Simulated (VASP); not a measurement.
# Mesh, vacuum, cutoff and functional for a few sheets of PtS2, part 3 of 5

Wanted: the error that each setting leaves in the work function or ionisation potential of a few sheets of PtS2.

VASP 6.6.1, plane waves and PAW; the level of theory is named at each step.

So far. Step 9 (Another vacuum, vacuum width 24): Against the base run its depth below the vacuum changes by +0.00 eV and the energy by +0.0 meV an atom.

## Step 10: The series together

Times are for 4 MPI ranks of Intel Xeon Platinum 8259CL at 2.50GHz (Skylake/Cascade Lake), shared host. The series side by side:

| no. | vacuum width | electronic cycles | gap on the k-mesh (eV) | least direct gap on the k-mesh (eV) | time | memory (GiB) |
| --- | --- | --- | --- | --- | --- | --- |
| 1 | 5 | 18 | 1.237 | 1.503 | 7.6 s | 0.57 |
| 2 | 8 | 23 | 1.218 | 1.464 | 12 s | 0.63 |
| 3 | 24 | 22 | 1.217 | 1.463 | 23 s | 0.85 |

## Step 11: A lower cutoff, ENCUT 210

A lower cutoff is cheaper, and the test is whether a potential difference survives it better than the total energy.

Input file INCAR:

```
SYSTEM = PtS2
PREC = Normal
ENCUT = 210
EDIFF = 1E-06
NELM = 120
ISMEAR = 0
SIGMA = 0.05
LREAL = .FALSE.
ALGO = Normal
GGA = PE
NBANDS = 28
LORBIT = 11
LWAVE = .FALSE.
LCHARG = .FALSE.
KPAR = 4
IDIPOL = 3
LDIPOL = .TRUE.
DIPOL = 0.5 0.5 0.5
LVHAR = .TRUE.
LVACPOTAV = .TRUE.
```

Input file POSCAR:

```
PtS2
1.0
    3.5432000000      0.0000000000      0.0000000000
   -1.7716000000      3.0685012110      0.0000000000
    0.0000000000      0.0000000000     22.3264152000
S Pt
4 2
Direct
    0.3333333330      0.6666666670      0.6640750460
    0.6666666670      0.3333333330      0.5616127750
    0.3333333330      0.6666666670      0.4383872250
    0.6666666670      0.3333333330      0.3359249540
    0.0000000000      0.0000000000      0.6128439110
    0.0000000000      0.0000000000      0.3871560890
```

Input file KPOINTS:

```
Automatic mesh
0
Gamma
9 9 1
0 0 0
```

Potentials, in the order of the species: S and Pt (PBE family, release 64).

The run is started by

```sh
> mpirun -np 4 vasp_std
```

What it wrote:

```text
[... set-up lines as in an earlier step ...]
 entering main loop
       N       E                     dE             d eps       ncg     rms          rms(c)
DAV:   1     0.216849981638E+03    0.21685E+03   -0.11575E+04   728   0.629E+02
DAV:   2    -0.149333424254E+02   -0.23178E+03   -0.22607E+03   936   0.190E+02
DAV:   3    -0.327658083924E+02   -0.17832E+02   -0.17535E+02   788   0.605E+01
DAV:   4    -0.332475816448E+02   -0.48177E+00   -0.48086E+00   900   0.105E+01
[...]
DAV:  22    -0.304071889888E+02    0.80209E-05   -0.16369E-05   860   0.169E-02    0.462E-02
DAV:  23    -0.304071874897E+02    0.14991E-05   -0.19611E-06   468   0.634E-03    0.237E-02
DAV:  24    -0.304071869826E+02    0.50710E-06   -0.14943E-06   500   0.561E-03
 [... a notice as in an earlier step ...]

   1 F= -.30407187E+02 E0= -.30407187E+02  d E =-.287415E-15
 [... a notice as in an earlier step ...]
```

Elapsed: 9 s, on 4 MPI ranks of Intel Xeon Platinum 8259CL at 2.50GHz (Skylake/Cascade Lake), shared host; peak memory 0.57 GiB; 34 s of CPU time.

OUTCAR, selected parts (step 11):

```text
  Total        1.7343772      1.7343772      0.7483592     -0.0000000      0.0000000      0.0000000
  in kB       11.4475665     11.4475665      4.9394631     -0.0000000      0.0000000      0.0000000
  external PRESSURE =       9.2781987 kB  Pullay stress =       0.0000000 kB

 POSITION                                       TOTAL-FORCE (eV/Angst)
 -----------------------------------------------------------------------------------
     -0.00000      2.04567     14.82642        -0.000000      0.000000      1.335885
      1.77160      1.02283     12.53880         0.000000     -0.000000     -1.076237
     -0.00000      2.04567      9.78762        -0.000000     -0.000000      1.076237
      1.77160      1.02283      7.50000         0.000000     -0.000000     -1.335885
      0.00000      0.00000     13.68261         0.000000     -0.000000     -0.151008
      0.00000      0.00000      8.64381        -0.000000      0.000000      0.151008
 -----------------------------------------------------------------------------------
    total drift:                               -0.000000      0.000000     -0.000000

  FREE ENERGIE OF THE ION-ELECTRON SYSTEM (eV)
  ---------------------------------------------------
  free  energy   TOTEN  =       -30.4071869826 eV

  energy  without entropy=      -30.4071869826  energy(sigma->0) =      -30.40718698

[... 1 part as in an earlier step ...]

[... 2 further parts left out ...]
[key lines of the parts left out:]
E-fermi :   0.1023
```

Numbers from this step:

```
electronic cycles                                 : 24
free energy (TOTEN)                               : -30.41 eV
Fermi energy                                      : 0.1023 eV
ionisation potentials of the upper and lower face : 5.727, 5.731 eV
electron affinities of the upper and lower face   : 4.519, 4.522 eV
highest filled level below the vacuum             : 5.727 eV
gap on the k-mesh                                 : 1.208 eV
least direct gap on the k-mesh                    : 1.458 eV
```

Against the base run its depth below the vacuum changes by +0.00 eV and the energy by +25.2 meV an atom. The program printed no vacuum level, so the number is read from the planar average a third of the way across the gap.

## Step 12: A lower cutoff, ENCUT 280

INCAR, as its differences from that of step 11:

```diff
@@ -2,3 +2,3 @@
 PREC = Normal
-ENCUT = 210
+ENCUT = 280
 EDIFF = 1E-06
```

POSCAR is that of step 11.

KPOINTS is that of step 11.

The run is started by

```sh
> mpirun -np 4 vasp_std
```

What it wrote:

```text
[... set-up lines as in an earlier step ...]
 entering main loop
       N       E                     dE             d eps       ncg     rms          rms(c)
DAV:   1     0.258369173601E+03    0.25837E+03   -0.13226E+04   672   0.790E+02
DAV:   2    -0.973382839734E+01   -0.26810E+03   -0.26161E+03   944   0.211E+02
DAV:   3    -0.327132333291E+02   -0.22979E+02   -0.22508E+02   804   0.691E+01
DAV:   4    -0.333575094575E+02   -0.64428E+00   -0.64227E+00   876   0.125E+01
[...]
DAV:  21    -0.305510594833E+02    0.84220E-05   -0.13532E-05   820   0.151E-02    0.327E-02
DAV:  22    -0.305510576827E+02    0.18006E-05   -0.40460E-06   700   0.853E-03    0.679E-03
DAV:  23    -0.305510574542E+02    0.22850E-06   -0.31439E-07   396   0.275E-03
 [... a notice as in an earlier step ...]

   1 F= -.30551057E+02 E0= -.30551057E+02  d E =-.300849E-13
```

Elapsed: 12 s, on 4 MPI ranks; peak memory 0.67 GiB.

Parts of OUTCAR (step 12):

```text
  Total        7.0233361      7.0233361      6.0532627      0.0000000      0.0000000     -0.0000000
  in kB       46.3567595     46.3567595     39.9538968      0.0000000      0.0000000     -0.0000000
  external PRESSURE =      44.2224719 kB  Pullay stress =       0.0000000 kB

 POSITION                                       TOTAL-FORCE (eV/Angst)
 -----------------------------------------------------------------------------------
     -0.00000      2.04567     14.82642        -0.000000     -0.000000      1.413589
      1.77160      1.02283     12.53880        -0.000000     -0.000000     -1.165229
     -0.00000      2.04567      9.78762         0.000000      0.000000      1.165229
      1.77160      1.02283      7.50000         0.000000      0.000000     -1.413589
      0.00000      0.00000     13.68261        -0.000000      0.000000     -0.112228
      0.00000      0.00000      8.64381         0.000000     -0.000000      0.112228
 -----------------------------------------------------------------------------------
    total drift:                                0.000000      0.000000      0.000000

  FREE ENERGIE OF THE ION-ELECTRON SYSTEM (eV)
  ---------------------------------------------------
  free  energy   TOTEN  =       -30.5510574542 eV

  energy  without entropy=      -30.5510574542  energy(sigma->0) =      -30.55105745

[... 1 part as in an earlier step ...]

[... 2 further parts left out ...]
[key lines of the parts left out:]
E-fermi :   0.0746
```

Numbers from this step:

```
electronic cycles                                 : 23
free energy (TOTEN)                               : -30.55 eV
Fermi energy                                      : 0.0746 eV
vacuum levels                                     : 5.542, 5.542 eV
ionisation potentials of the upper and lower face : 5.717, 5.717 eV
electron affinities of the upper and lower face   : 4.497, 4.497 eV
highest filled level below the vacuum             : 5.717 eV
gap on the k-mesh                                 : 1.220 eV
least direct gap on the k-mesh                    : 1.464 eV
```

Against the base run its depth below the vacuum changes by -0.01 eV and the energy by +1.2 meV an atom.

## Step 13: Another smearing width, SIGMA 0.02

The width trades sharpness at the Fermi level against the mesh needed.

INCAR, as its differences from that of step 12:

```diff
@@ -2,3 +2,3 @@
 PREC = Normal
-ENCUT = 280
+ENCUT = 350
 EDIFF = 1E-06
@@ -6,3 +6,3 @@
 ISMEAR = 0
-SIGMA = 0.05
+SIGMA = 0.02
 LREAL = .FALSE.
```

POSCAR is that of step 12.

KPOINTS is that of step 12.

The run is started by

```sh
> mpirun -np 4 vasp_std
```

What it wrote:

```text
[... set-up lines as in an earlier step ...]
 entering main loop
       N       E                     dE             d eps       ncg     rms          rms(c)
DAV:   1     0.285574901584E+03    0.28557E+03   -0.14918E+04   672   0.945E+02
DAV:   2    -0.672718183676E+01   -0.29230E+03   -0.28327E+03   928   0.224E+02
DAV:   3    -0.325523893886E+02   -0.25825E+02   -0.25009E+02   792   0.733E+01
[... 2 cycles as in an earlier step ...]
DAV:   6    -0.309574168434E+02    0.24472E+01   -0.15564E+01   740   0.311E+01    0.183E+01
[... 2 cycles as in an earlier step ...]
DAV:   9    -0.305572331416E+02    0.17238E-01   -0.89160E-02   772   0.230E+00    0.495E-01
DAV:  10    -0.305579882906E+02   -0.75515E-03   -0.77846E-03   824   0.493E-01    0.639E-01
[... 1 cycle as in an earlier step ...]
DAV:  12    -0.305599317807E+02   -0.83326E-03   -0.11362E-03   760   0.280E-01    0.878E-01
[... 1 cycle as in an earlier step ...]
DAV:  14    -0.305592519359E+02    0.15981E-03   -0.32518E-05   844   0.238E-02    0.717E-01
DAV:  15    -0.305590568302E+02    0.19511E-03   -0.50838E-05   796   0.313E-02    0.632E-01
DAV:  16    -0.305589481972E+02    0.10863E-03   -0.20872E-05   840   0.195E-02    0.577E-01
DAV:  17    -0.305587265377E+02    0.22166E-03   -0.10832E-04   736   0.422E-02    0.442E-01
DAV:  18    -0.305584811608E+02    0.24538E-03   -0.33154E-04   736   0.734E-02    0.209E-01
[... 2 cycles as in an earlier step ...]
DAV:  21    -0.305584140889E+02    0.65561E-05   -0.96369E-06   780   0.127E-02    0.290E-02
DAV:  22    -0.305584122936E+02    0.17952E-05   -0.35066E-06   664   0.787E-03    0.495E-03
DAV:  23    -0.305584121873E+02    0.10630E-06   -0.28857E-07   404   0.275E-03
 [... a notice as in an earlier step ...]

   1 F= -.30558412E+02 E0= -.30558412E+02  d E =-.476082E-13
```

Wall time 15 s (4 MPI ranks); peak memory 0.74 GiB.

From OUTCAR (step 13):

```text
  Total        7.3165437      7.3165437      6.3572045      0.0000000     -0.0000000      0.0000000
  in kB       48.2920443     48.2920443     41.9600312      0.0000000     -0.0000000      0.0000000
  external PRESSURE =      46.1813733 kB  Pullay stress =       0.0000000 kB

 POSITION                                       TOTAL-FORCE (eV/Angst)
 -----------------------------------------------------------------------------------
     -0.00000      2.04567     14.82642        -0.000000      0.000000      1.404454
      1.77160      1.02283     12.53880         0.000000     -0.000000     -1.151583
     -0.00000      2.04567      9.78762        -0.000000      0.000000      1.151583
      1.77160      1.02283      7.50000         0.000000     -0.000000     -1.404454
      0.00000      0.00000     13.68261         0.000000     -0.000000     -0.114676
      0.00000      0.00000      8.64381         0.000000     -0.000000      0.114676
 -----------------------------------------------------------------------------------
    total drift:                                0.000000      0.000000      0.000000

  FREE ENERGIE OF THE ION-ELECTRON SYSTEM (eV)
  ---------------------------------------------------
  free  energy   TOTEN  =       -30.5584121873 eV

  energy  without entropy=      -30.5584121873  energy(sigma->0) =      -30.55841219

[... 2 parts as in an earlier step ...]

[... 1 further part left out ...]
[key lines of the parts left out:]
E-fermi :  -0.0786
```

Numbers from this step:

```yaml
free_energy_toten: -30.56 eV
fermi_energy: -0.0786 eV
vacuum_levels: 5.549, 5.549 eV
ionisation_potentials_of_the_upper_and_lower_face: 5.725, 5.725 eV
electron_affinities_of_the_upper_and_lower_face: 4.508, 4.508 eV
highest_filled_level_below_the_vacuum: 5.725 eV
gap_on_the_k_mesh: 1.217 eV
least_direct_gap_on_the_k_mesh: 1.463 eV
```

Against the base run its depth below the vacuum changes by +0.00 eV and the energy by +0.0 meV an atom.

## Step 14: Another smearing width, SIGMA 0.4

INCAR, as its differences from that of step 13:

```diff
@@ -6,3 +6,3 @@
 ISMEAR = 0
-SIGMA = 0.02
+SIGMA = 0.4
 LREAL = .FALSE.
```

POSCAR is that of step 13.

KPOINTS is that of step 13.

The run is started by

```sh
> mpirun -np 4 vasp_std
```

What it wrote:

```text
[... set-up lines as in an earlier step ...]
 entering main loop
       N       E                     dE             d eps       ncg     rms          rms(c)
DAV:   1     0.285491300191E+03    0.28549E+03   -0.14918E+04   672   0.945E+02
DAV:   2    -0.676536694463E+01   -0.29226E+03   -0.28273E+03   928   0.224E+02
DAV:   3    -0.325526779018E+02   -0.25787E+02   -0.25023E+02   792   0.734E+01
DAV:   4    -0.333864104193E+02   -0.83373E+00   -0.83051E+00   908   0.140E+01
[...]
DAV:  26    -0.305593886986E+02   -0.63180E-05   -0.60606E-06   760   0.959E-03    0.545E-03
DAV:  27    -0.305593925727E+02   -0.38741E-05   -0.81811E-07   576   0.274E-03    0.224E-03
DAV:  28    -0.305593933232E+02   -0.75053E-06   -0.24353E-07   500   0.192E-03
 [... a notice as in an earlier step ...]

   1 F= -.30559393E+02 E0= -.30555448E+02  d E =-.789041E-02
```

Elapsed: 18 s, on 4 MPI ranks; peak memory 0.73 GiB; 69 s of CPU time.

Parts of OUTCAR (step 14):

```text
  Total        7.3275488      7.3275488      6.3532568     -0.0000000      0.0000000     -0.0000000
  in kB       48.3646821     48.3646821     41.9339745     -0.0000000      0.0000000     -0.0000000
  external PRESSURE =      46.2211129 kB  Pullay stress =       0.0000000 kB

 POSITION                                       TOTAL-FORCE (eV/Angst)
 -----------------------------------------------------------------------------------
     -0.00000      2.04567     14.82642        -0.000000      0.000000      1.407886
      1.77160      1.02283     12.53880         0.000000      0.000000     -1.152545
     -0.00000      2.04567      9.78762        -0.000000     -0.000000      1.152545
      1.77160      1.02283      7.50000         0.000000      0.000000     -1.407886
      0.00000      0.00000     13.68261         0.000000     -0.000000     -0.119892
      0.00000      0.00000      8.64381        -0.000000      0.000000      0.119892
 -----------------------------------------------------------------------------------
    total drift:                                0.000000      0.000000      0.000000

  FREE ENERGIE OF THE ION-ELECTRON SYSTEM (eV)
  ---------------------------------------------------
  free  energy   TOTEN  =       -30.5593933232 eV

  energy  without entropy=      -30.5515029092  energy(sigma->0) =      -30.55544812

[... 2 parts as in an earlier step ...]

[... 1 further part left out ...]
[key lines of the parts left out:]
E-fermi :   0.4118
```

This step gave:

| Item | Value |
| --- | --- |
| electronic cycles | 28 |
| energy at zero smearing | -30.56 eV |
| Fermi energy | 0.4118 eV |
| ionisation potentials of the upper and lower face | 5.726, 5.726 eV |
| highest filled level below the vacuum | 5.726 eV |
| gap on the k-mesh | 1.218 eV |

Against the base run its depth below the vacuum changes by +0.00 eV and the energy by +0.5 meV an atom.

[end of part 3 of 5]

[Lines on the potential files, build, host, timing and source positions are cut from VASP's logs without a mark.]

[Logs are printed without paths, hosts, clocks, repeated set-up lines and the standing remarks that a program may print on its own settings, such as how far it seeks lower states.]

[Hosts, paths, dates, database ids (printed as entryN), source tags and the programs' standing remarks are cut or masked in the printed files.]

[In band tables of VASP the shares of atoms and orbitals are scaled to a sum of 1 inside the atoms' spheres.]

[Runs that stopped without an error message from VASP are left out.]
